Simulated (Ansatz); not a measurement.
Al under changes of volume

One of the cells (16.669 Å³/atom); the others are scaled copies at fixed shape and fractional positions:

```xyz
2
Lattice="2.8125 0.0000 0.0000 -1.4062 2.4357 0.0000 0.0000 0.0000 4.8669" Properties=species:S:1:pos:R:3 pbc="T T T"
Al    0.0000    1.6238    1.2167
Al    1.4062    0.8119    3.6501
```

This isn't the form of Al at room conditions, which is fcc.

* Program: Ansatz 0.2.0
* Functional: HSE06
* Potentials or basis: Ansatz PAW
* Cutoff: 420 eV (not typed: the program's choice for these potentials)
* k mesh: 6 × 6 × 4
* Occupations: fermi-dirac, width 0.05 eV
* Spin: no spin polarisation

```csv
volume (Å³/atom),energy over the lowest point (meV/atom),pressure (GPa)
15.669,?,?
16.003,6.75,3.3
16.336,1.71,1.6
16.669,0.00,0.0
17.003,1.43,-1.5
17.336,5.72,-2.8
17.670,12.66,-3.9
```

Question: What does the run at 15.669 Å³/atom give?

Answer: Energy over the lowest point 15.62 meV/atom; pressure 5.3 GPa.

Worked out: A Birch-Murnaghan fit of order 3 (a polynomial in V^(-2/3)) to the other rows has its minimum at 16.68 Å³/atom with B0 = V·E''(V) = 75 GPa and B' = 3.0 at fixed shape and positions, which overstates the stiffness. It gives 15.48 meV/atom at 15.669 Å³/atom, against the run's 15.62, and -dE/dV = 5.1 GPa, against 5.3.

Energies are extrapolated to zero smearing.

Caveats: all runs use coarse meshes; the PAW data sets come from PBE, with cores solved anew for the run's functional, which leaves a small shift of forces and pressure; the thresholds are loose for stress.
